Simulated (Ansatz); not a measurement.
Input of an Ansatz 0.2.0 run:

The input input.yaml:

```yaml
crystal:
  lattice:
    - [0.0, 2.82891, 2.82891]
    - [2.82891, 0.0, 2.82891]
    - [2.82891, 2.82891, 0.0]
  atoms:
    - { symbol: Ge, position: [0.75, 0.75, 0.75] }
    - { symbol: Ge, position: [0.5, 0.5, 0.5] }
hamiltonian:
  xc: pbe
  pseudopotentials: { kind: paw }
kpoints:
  mp_grid: { grid: [8, 8, 8] }
  band_path:
    path:
      - [[0.0, 0.0, 0.0], [0.5, 0.0, 0.5], [0.5, 0.25, 0.75], [0.375, 0.375, 0.75], [0.0, 0.0, 0.0], [0.5, 0.5, 0.5], [0.625, 0.25, 0.625], [0.5, 0.25, 0.75], [0.5, 0.5, 0.5], [0.375, 0.375, 0.75]]
      - [[0.625, 0.25, 0.625], [0.5, 0.0, 0.5]]
    npoints: 14
scf:
  occupations: { method: fermi_dirac, width: 0.05 }
  n_extra_bands: 6
output:
  forces: true
  stress: true
  eigenvalues: true
  fatbands: true
```

Potentials or basis: Ansatz PAW.

The run is started by

```sh
$ ansatz run input.yaml --threads 2 --pin off --max-ram 5632MiB --backend cpu --events-out ev --progress --plain --runs-dir out
```

Problem. Predict the band gap on the k mesh.

Solution. None (metal or under the smearing width).

Problem. What does it give for the pressure?

Solution. 3.6 GPa.

Levels at the corners of the path, in eV from the Fermi level:
```csv
point,band 12,band 13,band 14,band 15,band 16,band 17
Γ,-0.05,-0.05,-0.05,-0.02,2.50,2.50
X,-8.93,-3.12,-3.12,0.70,0.70,9.46
W,-8.83,-3.95,-3.95,4.28,4.28,4.67
K,-8.34,-4.38,-2.68,1.11,4.04,7.17
Γ,-0.05,-0.05,-0.05,-0.02,2.50,2.50
L,-7.64,-1.45,-1.45,0.14,3.69,3.69
U,-8.34,-4.38,-2.68,1.11,4.04,7.17
W,-8.83,-3.95,-3.95,4.28,4.28,4.67
L,-7.64,-1.45,-1.45,0.14,3.69,3.69
K,-8.34,-4.38,-2.68,1.11,4.04,7.17
U,-8.34,-4.38,-2.68,1.11,4.04,7.17
X,-8.93,-3.12,-3.12,0.70,0.70,9.46
```

**Experimental background.**

From “Electronic and optical properties of SixGe1-x-ySny alloys lattice-matched to Ge”, 2021, arxiv:2109.02782, for a bulk crystal of Ge at 300 K: band gap 0.807 eV (direct).

Measured gap of Ge: 0.807 eV (direct; 300 K; “Electronic and optical properties of SixGe1-x-ySny alloys lattice-matched to Ge”, 2021, arxiv:2109.02782). This calculation gives 0.00 eV (-0.81 eV). 3 values of this kind are on record (0.666 to 0.807 eV); this one was drawn at random among those near their median. Spin-orbit coupling on Ge is left out. The value is that of PBE on a finite k mesh, which can miss the band edges, without temperature or zero-point motion. Semilocal functionals fall short of measured gaps as a rule.
